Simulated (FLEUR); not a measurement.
# Energy mapping worked by hand: 1 ML Co on Pd(001), 1 substrate layers

Can a spin model with one coupling foretell the energy of a further order of 1 ML Co on Pd(001), 1 substrate layers?

Method: LDA (VWN); all-electron FLAPW film, Dirac cores, scalar-relativistic bands, in FLEUR MaX-R8.1.

## 1. Starting point

The cell holds 2 atoms: 1 Pd and 1 Co. Its edges and angles: a = 2.753 Å, b = 2.753 Å, c = 15.763 Å, α = 90.0°, β = 90.0°, γ = 90.0°. Pseudomorphic film on a typed substrate lattice, hard-sphere layer spacings, unrelaxed. Vacuum lies along c.

## 2. The parallel order

All energies count from this run.

inpgen writes inp.xml from crystal.txt; cutoffs, mixing, functional, smearing and local orbitals are then set in the file. The k list default-1 (kpts.xml, not shown) is a Γ-centred 10×10×1 mesh; where the ranks do not divide the number of points, some are split in two of half the weight.

The input, inp.xml:

```
<?xml version="1.0" encoding="UTF-8" standalone="no"?>
<fleurInput fleurInputVersion="0.39">
   <comment>
      CoPd
   </comment>
   <calculationSetup>
      <cutoffs Kmax="3.6" Gmax="10.8" GmaxXC="10.8" numbands="0"/>
      <scfLoop itmax="120" minDistance="0.00002" maxIterBroyd="15" imix="Anderson" alpha="0.03" precondParam="0.0" spinf="2.0" sdNocoIR="T"/>
      <coreElectrons ctail="T" frcor="F" kcrel="0" coretail_lmax="0"/>
      <xcFunctional name="vwn" relativisticCorrections="F"/>
      <magnetism jspins="2"/>
      <soc l_soc="F" theta="0.0" phi="0.0" spav="F"/>
      <expertModes spex="0" secvar="F"/>
      <geometryOptimization l_f="F" forcealpha="1.0" forcemix="BFGS" epsdisp="0.00001" epsforce="0.00001"/>
      <ldaU l_linMix="F" mixParam="0.05" spinf="1.0"/>
   </calculationSetup>
   <cell>
      <bzIntegration valenceElectrons="33.0" mode="hist" fermiSmearingEnergy="0.00293995">
         <kPointListSelection listName="default-1"/>
         <xi:include xmlns:xi="http://www.w3.org/2001/XInclude" href="kpts.xml"> </xi:include>
      </bzIntegration>
      <xi:include xmlns:xi="http://www.w3.org/2001/XInclude" href="sym.xml"> </xi:include>
      <filmLattice scale="1.0" dVac="8.85" dTilda="11.35">
         <bravaisMatrixFilm>
            <row-1>    5.2019757148367676     0.0000000000000000</row-1>
            <row-2>    0.0000000000000000     5.2019757148367676</row-2>
         </bravaisMatrixFilm>
         <vacuumEnergyParameters vacuum="1" spinUp="-.25" spinDown="-.25"/>
         <vacuumEnergyParameters vacuum="2" spinUp="-.25" spinDown="-.25"/>
      </filmLattice>
   </cell>
   <atomSpecies>
      <species name="Palladium (Pd)" element="Pd" atomicNumber="46">
         <mtSphere radius="2.36" gridPoints="781" logIncrement="0.016"/>
         <atomicCutoffs lmax="8" lnonsphr="6"/>
         <electronConfig flipSpins="F">
            <coreConfig>(1s1/2) (2s1/2) (2p1/2) (2p3/2) (3s1/2) (3p1/2) (3p3/2) (4s1/2) (3d3/2) (3d5/2)</coreConfig>
            <valenceConfig>(4p1/2) (4p3/2) (5s1/2) (4d3/2) (4d5/2)</valenceConfig>
            <stateOccupation state="(5s1/2)" spinUp="0.500000" spinDown="0.500000"/>
            <stateOccupation state="(4d3/2)" spinUp="1.800000" spinDown="1.800000"/>
            <stateOccupation state="(4d5/2)" spinUp="2.700000" spinDown="2.700000"/>
         </electronConfig>
         <energyParameters s="5" p="5" d="4" f="4"/>
         <lo type="SCLO" l="1" n="4" eDeriv="0"/>
      </species>
      <species name="Cobalt (Co2.000" element="Co" atomicNumber="27">
         <mtSphere radius="2.36" gridPoints="781" logIncrement="0.016"/>
         <atomicCutoffs lmax="8" lnonsphr="6"/>
         <electronConfig flipSpins="F">
            <coreConfig>(1s1/2) (2s1/2) (2p1/2) (2p3/2)</coreConfig>
            <valenceConfig>(3s1/2) (3p1/2) (3p3/2) (4s1/2) (3d3/2) (3d5/2)</valenceConfig>
            <stateOccupation state="(3d3/2)" spinUp="1.5" spinDown="1.3"/>
            <stateOccupation state="(3d5/2)" spinUp="3.0" spinDown="1.2"/>
         </electronConfig>
         <energyParameters s="4" p="4" d="3" f="4"/>
         <lo type="SCLO" l="0" n="3" eDeriv="0"/>
         <lo type="SCLO" l="1" n="3" eDeriv="0"/>
      </species>
   </atomSpecies>
   <atomGroups>
      <atomGroup species="Palladium (Pd)">
         <filmPos label="                   1">.0000000000 .0000000000 -1.6660249149</filmPos>
         <force calculate="T" relaxXYZ="TTT"/>
      </atomGroup>
      <atomGroup species="Cobalt (Co2.000">
         <filmPos label="                   2">1.000/2.000 1.000/2.000 1.6660249149</filmPos>
         <force calculate="T" relaxXYZ="TTT"/>
      </atomGroup>
   </atomGroups>
   <output dos="F" band="F" slice="F">
      <bandDOS minEnergy="-.5*Htr" maxEnergy="0.5*Htr" sigma="0.015" storeEVData="T"/>
      <plotting iplot="0" polar="F">
         <plot TwoD="T" vec1="  1.0  0.0  0.0" vec2="  0.0  1.0  0.0" vec3="  0.0  0.0  1.0" zero="  0.0  0.0 -0.5" file="plot"/>
      </plotting>
      <moessbauerParams electricFieldGradient="F" isomerShift="F" coreHyperfine="F" valenceHyperfine="F"/>
   </output>
</fleurInput>
```

The input, crystal.txt:

```
CoPd
&input film=T cartesian=F /
2.75276700000  0.00000000000  0.00000000000
0.00000000000  2.75276700000  0.00000000000
0.00000000000  0.00000000000  1.00000000000
1.8897261246
1.0 1.0 1.0

2
46 0.00000000000  0.00000000000  -1.66602491487
27 0.50000000000  0.50000000000  1.66602491487 : 2.000

&kpt div1=10 div2=10 div3=1 gamma=T /
```

The run is started by

```console
$ OMP_NUM_THREADS=1 inpgen -f crystal.txt > inpgen.log  # inp.xml is then edited as shown
$ OMP_NUM_THREADS=1 mpirun -n 4 fleur_MPI > fleur.log
```

The program printed:

```text
Welcome to FLEUR        (www.flapw.de)
      MaX-Release 8.1          (www.max-centre.eu)

 ========== k-point set info ==========
 Selected k-point list: default-1
 k-point list type: mesh
 0 x 0 x 0
 Number of k points: 24

 [... set-up left out ...]
 Iteration:     1   Distance:      48.66502861 me/bohr^3
 Iteration:     2   Distance:       9.38809246 me/bohr^3
 Iteration:     3   Distance:       9.13617536 me/bohr^3
 Iteration:     4   Distance:       7.21873532 me/bohr^3
 Iteration:     5   Distance:       6.47498974 me/bohr^3
[...]
<sumOfEigenvalues value="    -3849.2054330269">
               <coreElectrons value="-3811.0262127021"/>
               <valenceElectrons value="-38.1792203248"/>
            </sumOfEigenvalues>
         [... left out ...]
            <freeEnergy value="-6433.4149262317"/>
            <extrapolationTo0K value="-6433.4136247800"/>
         </totalEnergy>
         <densityConvergence units="me/bohr^3">
            <chargeDensity spin="1" distance="0.0000079438"/>
            <chargeDensity spin="2" distance="0.0000055083"/>
            <overallChargeDensity distance="0.0000074289"/>
            <spinDensity distance="0.0000114762"/>
         </densityConvergence>
      </iteration>
```

It took 19 s on 4 MPI ranks of Intel Xeon 6975P-C (Granite Rapids), shared host; peak memory 0.27 GiB; 72 s of CPU time.

Spin moment in the muffin-tin sphere by atom:

| atom | spin moment in the muffin-tin sphere (μB) |
| --- | --- |
| Pd1 | 0.32 |
| Co2 | 2.09 |

This step gave:

| Quantity | Value |
| --- | --- |
| free energy | -175062.1384 eV |
| program's band gap on this mesh (in a metal only a level spacing) | 0.02738 eV |
| magnetization | 2.381 μB |
| final state | ferromagnetic |

After 29 cycles the largest moment stands at 2.09 μB.

## 3. The orders used for the fit

The other orders were run with the same settings, on meshes that hold the same points. Free energies are divided by the number of Co atoms; q is in fractions of the reciprocal vectors of the first run's cell.

| order | atoms | mesh | free energy (eV) | eV per Co | largest moment (μB) |
| --- | --- | --- | --- | --- | --- |
| F + | 2 | 10×10×1 | -175062.1384 | -175062.1384 | 2.09 |
| AF q=(1/2,1/2,0) +- | 4 | 5×10×1 | -350123.7971 | -175061.8985 | 1.91 |

## 4. Counting neighbours

With E = −Σ J e_i·e_j over ordered pairs of unit vectors, turning a neighbour from parallel to opposed costs 2J a Co atom. So an order lies 2 Σ n J over the parallel one, n being the opposed neighbours in each shell.

| shell | distance (Å) | neighbours | opposed in AF q=(1/2,1/2,0) +- | opposed in AF q=(0,1/2,0) +- |
| --- | --- | --- | --- | --- |
| J1 | 2.75 | 4 | 4 | 2 |
| J2 | 3.89 | 4 | 0 | 4 |

Only J1 is kept.

## 5. Solving

```
2 × 4 × J1 = +239.9 meV    (AF q=(1/2,1/2,0) +-)
J1 = +29.99 meV
```

## 6. The test

The couplings now give the orders that were left out:

```
2 × 2 × (+29.99) = +120.0 meV    (AF q=(0,1/2,0) +-)
```

The runs themselves:

| order | atoms | mesh | free energy (eV) | eV per Co | largest moment (μB) | over the parallel order (meV) | foretold (meV) |
| --- | --- | --- | --- | --- | --- | --- | --- |
| AF q=(0,1/2,0) +- | 4 | 10×5×1 | -350123.9271 | -175061.9635 | 1.97 | +174.9 | +120.0 |

## 7. One more shell

One try is to add the next shell, though changing moments can also cause the miss. Both differences then fix both couplings, and no order is left for a test.

```
2 × 4 × J1 = +239.9 meV    (AF q=(1/2,1/2,0) +-)
2 × 2 × J1 + 2 × 4 × J2 = +174.9 meV    (AF q=(0,1/2,0) +-)
J1 = +29.99 meV
J2 = +6.87 meV
```

## 8. What came out

```
effective coupling of the reversed pairs, counted on J1 (Co–Co at 2.75 Å) : 30.0 meV
largest miss on the orders left out                                       : 55 meV
J1 with two shells                                                        : 30.0 meV
J2 with two shells                                                        : 6.87 meV
```

The model misses the order left out by 55 meV, 23 % of the largest distance from the parallel order, so it holds only roughly. With the next shell added the couplings are J1 = +29.99 and J2 = +6.87 meV, untested. The largest moments of the orders differ by 8.5 % of the greatest. One difference fixes one number: it sums all reversed shells and need not be the coupling of the nearest one, even in sign. With one substrate layer the cell is a free-standing, unrelaxed film and no surface.

[Logs and program files are shortened in this print: banners, set-up blocks, solver, clock and traceback lines can be left out without a mark of their own.]

[Logs are printed without paths, hosts, clocks, repeated set-up lines and the standing remarks that a program may print on its own settings, such as how far it seeks lower states.]

[Hosts, paths, dates, database ids (printed as entryN), source tags and the programs' standing remarks are cut or masked in the printed files.]

[Where a cell is said to come from a database of computed structures, the database is the Materials Project.]
